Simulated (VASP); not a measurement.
A run of VASP 6.6.1 is set up as follows.

INCAR

```
SYSTEM = Si11Ge5
  ALGO = Normal
  EDIFF = 1E-6
  EDIFFG = -0.01
  ENCUT = 600
  GGA = PS
  IBRION = 2
  ISIF = 3
  ISMEAR = 0
  KPAR = 4
  LASPH = .True.
  LCHARG = .False.
  LREAL = .False.
  LWAVE = .False.
  NELM = 80
  NSW = 90
  PREC = Accurate
  SIGMA = 0.03
```

The input KPOINTS:

```
k-points
0
Gamma
  6 6 5
  0 0 0
```

POSCAR

```
Si11Ge5
1.0
    0.0000000000      5.5163279100      5.5163279100
    5.5163279100      0.0000000000      5.5163279100
    5.5163279100      5.5163279100      0.0000000000
Si Ge
11 5
Direct
    0.3750000000      0.3750000000      0.3750000000
    0.3750000000      0.8750000000      0.3750000000
    0.3750000000      0.8750000000      0.8750000000
    0.8750000000      0.3750000000      0.3750000000
    0.8750000000      0.3750000000      0.8750000000
    0.8750000000      0.8750000000      0.8750000000
    0.2500000000      0.7500000000      0.2500000000
    0.2500000000      0.7500000000      0.7500000000
    0.7500000000      0.2500000000      0.2500000000
    0.7500000000      0.7500000000      0.2500000000
    0.7500000000      0.7500000000      0.7500000000
    0.3750000000      0.3750000000      0.8750000000
    0.8750000000      0.8750000000      0.3750000000
    0.2500000000      0.2500000000      0.2500000000
    0.2500000000      0.2500000000      0.7500000000
    0.7500000000      0.2500000000      0.7500000000
```

Potentials or basis: VASP PAW PBE potentials, release 64 (Si, Ge_d).

Launch:

```sh
$ cat potpaw_PBE.64/Si/POTCAR potpaw_PBE.64/Ge_d/POTCAR > POTCAR
$ mpirun -np 4 vasp_std > vasp.out
```

Problem. What does it give for the space group after relaxing (to 0.05 Å)?

Solution. R3m (No. 160).

Problem. Predict the relaxed volume.

Solution. 20.80 Å³/atom.

The path:
```csv
step,energy change (eV),largest force (eV/Å),pressure (GPa),volume (Å³)
1,0.0000,0.4519,-0.67,335.72
2,-0.0842,0.1295,0.35,331.50
3,-0.0861,0.0871,0.63,330.73
4,-0.0896,0.0567,-0.29,334.16
5,-0.0913,0.0305,0.00,332.84
6,-0.0914,0.0091,0.01,332.84
```

Caveat: the PAW data sets were made with another functional, which shifts forces and pressure a little.
